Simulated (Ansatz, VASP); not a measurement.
# Two plane-wave programs on Cu

INCAR

```
  ALGO = Fast
  EDIFF = 1E-6
  EDIFFG = -0.01
  ENCUT = 600
  GGA = PS
  IBRION = 2
  ISIF = 3
  ISMEAR = 0
  LASPH = T
  LCHARG = F
  LREAL = F
  LWAVE = F
  NELM = 100
  NSW = 100
  PREC = Accurate
  SIGMA = 0.1
```

Contents of KPOINTS:

```
k-points
0
Gamma
  27 27 22
```

Contents of POSCAR:

```
Cu
1.0
    2.4413453846      0.0000000000      0.0000000000
   -1.2206726923      2.1142671224      0.0000000000
    0.0000000000      0.0000000000      2.3800302055
Cu
1
Direct
    0.0000000000      0.0000000000      0.0000000000
```

Input for Ansatz:

```yaml
crystal:
  lattice:
    - [2.4413453846, 0.0, 0.0]
    - [-1.2206726923, 2.1142671224, 0.0]
    - [0.0, 0.0, 2.3800302055]
  atoms:
    - { symbol: Cu, position: [0.0, 0.0, 0.0] }
basis:
  ecutwfc: 420
kpoints:
  mp_grid: { grid: [27, 27, 22] }
hamiltonian:
  xc: pbesol
scf:
  occupations: { method: gaussian, width: 0.1 }
output:
  forces: true
  stress: true
  eigenvalues: true
relax:
  adjacent_minimum: "off"
  f_tol: 0.01
  max_steps: 80
  cell: { stress_tol: 0.05 }
```

Alike in both runs: task relaxation of cell and atoms; functional PBEsol; k mesh 27 × 27 × 22; occupations gaussian, width 0.1 eV; no spin polarisation.

|  | VASP | Ansatz |
| --- | --- | --- |
| version | VASP 6.6.1 | Ansatz 0.2.0 |
| potentials or method | VASP PAW PBE potentials, release 64 (Cu) | scalar-relativistic, plane waves, PAW |
| plane-wave cutoff (eV) | 600 | 420 |
| valence electrons in the cell | 11 | 19 |

Ansatz gave:

```
gap on the k mesh at the Fermi level, each at its own relaxed structure (eV) : none
relaxed volume (Å³/atom)                                                     : 12.29
relaxed cell length with the largest relative difference (Å)                 : 2.442
```

What did VASP give for the same quantities?

gap on the k mesh at the Fermi level, each at its own relaxed structure (eV): none; relaxed volume (Å³/atom): 12.37; relaxed cell length with the largest relative difference (Å): 2.448.

A gap of «none» marks a metal or a gap that the smearing closes. The two sets of potentials don't hold the same shells in valence.

Caveats: the PAW data sets were made with another functional, which shifts forces and pressure a little (VASP).
